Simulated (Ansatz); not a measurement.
**Course of a relaxation: SiO₂**

The guess for SiO₂ was made by a generator: 4-connected net, bridging atoms on its edges, bridges bent (I4_122, No. 98). Its size is a rough estimate.

```cif
data_structure
_symmetry_space_group_name_H-M 'P 1'
_symmetry_Int_Tables_number 1
_cell_length_a 7.1725
_cell_length_b 7.1725
_cell_length_c 7.1725
_cell_angle_alpha 131.716
_cell_angle_beta 131.716
_cell_angle_gamma 70.677
_cell_volume 201.40
loop_
_atom_site_label
_atom_site_type_symbol
_atom_site_fract_x
_atom_site_fract_y
_atom_site_fract_z
_atom_site_occupancy
Si1 Si 0.37500 0.98638 0.11138 1
Si2 Si 0.73638 0.12500 0.11138 1
Si3 Si 0.01362 0.62500 0.88862 1
Si4 Si 0.87500 0.26362 0.88862 1
O1 O 0.59787 0.09787 0.19575 1
O2 O 0.15213 0.84787 0.00000 1
O3 O 0.10516 0.10516 0.00000 1
O4 O 0.64484 0.14484 0.50000 1
O5 O 0.89484 0.89484 0.00000 1
O6 O 0.85516 0.35516 0.50000 1
O7 O 0.84787 0.15213 0.00000 1
O8 O 0.90213 0.40213 0.80425 1
```

Theory: DFT PBE, scalar-relativistic, plane waves, PAW in Ansatz. Cutoff 420 eV, Gaussian smearing, Γ-centred meshes. Cell and atoms relax first on a coarse mesh and then on a converged one. In between, the cell is made exact in the group found at 0.06 Å. The steps can't lower the symmetry of their start. No spin polarisation.

Steps on the 4×4×4 mesh (12 atoms, 9 steps). The free energy counts from the last step; the plane-wave basis is renewed at times, which shifts energy and pressure.

```csv
step,ΔF (meV/atom),V (Å³/atom),P (GPa),largest force component (eV/Å)
1,2288.5,16.78,35.69,12.472
2,1280.4,17.92,8.96,6.534
3,597.3,16.39,10.55,3.310
4,226.5,17.24,1.47,1.862
5,87.3,16.79,0.53,1.209
6,19.9,16.43,-3.01,0.645
7,-2.1,15.20,-0.12,0.110
8,-2.7,15.29,0.00,0.020
9,0.0,15.29,-0.32,0.020
```

The relaxed structure, after a last relaxation on the converged mesh:

```xyz
12
Lattice="-2.8410 2.8410 5.6555 2.8410 -2.8410 5.6555 2.8410 2.8410 -5.6555" Properties=species:S:1:pos:R:3 pbc="T T T"
Si    2.0558   -1.4205    7.0694
Si   -1.4205    2.0558    4.2416
Si    4.2614    0.7852   -1.4139
Si    0.7852    4.2614    1.4139
O     4.0816    1.2407    2.8278
O     1.2407   -1.2407    5.6555
O     0.0000    0.0000    1.3175
O     0.0000    2.8410    1.5103
O     0.0000    0.0000    9.9935
O     0.0000    2.8410    4.1453
O    -1.2407    1.2407    5.6555
O     1.6003   -1.2407    2.8278
```

The symmetry stays I4_122 (No. 98). The volume per atom shrinks by 9.3 %, from 16.8 to 15.2 Å³. The shortest distance goes from 1.57 Å (Si–O) to 1.63 Å (Si–O). The energy falls by about 2.3 eV/atom (the start's value is from the coarse mesh). The end is written in a standard setting, so origin, axes and order of atoms can differ from the start's. Si has 4 O at 1.63–1.64 Å; O on its first site is surrounded by 2 Si at 1.64 Å; around O on its second site lie 2 Si at 1.63 Å.

* Volume per atom: 15.22 Å³
* Density: 2.19 g/cm³
* Formation energy: −2.637 eV/atom
* Gap on the 6×6×6 mesh of the 12-atom cell: 4.84 eV

Formation energies are uncorrected and refer to the elements' standard structures at the same level (O₂ as a molecule).

The last run used Gaussian smearing of 0.02 eV. Kohn–Sham gaps at this level usually fall short of measured ones. A later test with randomly moved atoms led to a structure 10 meV/atom lower, so this end is a saddle point or a shallow minimum. In all, the 3 runs took 94 s on 1 thread of Intel(R) Xeon(R) 6975P-C (Granite Rapids), on a shared host.
